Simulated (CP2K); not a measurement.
TiC under changes of volume

One of the cells (10.158 Å³/atom); the others are scaled copies at fixed shape and fractional positions:

```
Ti C
1.0
     3.06279    0.00000    0.00000
     1.53139    2.65245    0.00000
     1.53139    0.88415    2.50076
Ti C
1 1
Direct
  0.00000 0.00000 0.00000
  0.50000 0.50000 0.50000
```

The cell is a database's computed one.

| Item | Value |
| --- | --- |
| Program | CP2K 2026.2 |
| Functional | PBEsol |
| Potentials or basis | POTENTIAL_UZH Ti GTH-PBE-q12, C GTH-PBE-q4; TZVP-MOLOPT-PBE-GTH basis |
| Density cutoff | 6123 eV |
| k mesh | 11 × 11 × 11 |
| Occupations | fermi-dirac, width 0.05 eV |
| Spin | no spin polarisation |

```tsv
volume (Å³/atom)	energy over the lowest point (meV/atom)	pressure (GPa)
9.548	14.14	11.8
9.752	?	?
9.955	0.00	-0.3
10.158	3.68	-5.5
10.361	13.60	-10.1
10.564	29.14	-14.3
10.767	49.76	-18.1
```

What does the run at 9.752 Å³/atom give?

Energy over the lowest point 3.24 meV/atom; pressure 5.5 GPa.

Worked out: A Birch-Murnaghan fit of order 3 (a polynomial in V^(-2/3)) to the other rows has its minimum at 9.94 Å³/atom with B0 = V·E''(V) = 268 GPa and B' = 4.0. It gives 3.21 meV/atom at 9.752 Å³/atom, against the run's 3.24, and -dE/dV = 5.4 GPa, against 5.5.

Energies are extrapolated to zero smearing.

Caveats: the potentials were made for another functional, which shifts forces and pressure; the basis of atomic orbitals isn't converged, which shifts pressures, moduli and gaps.
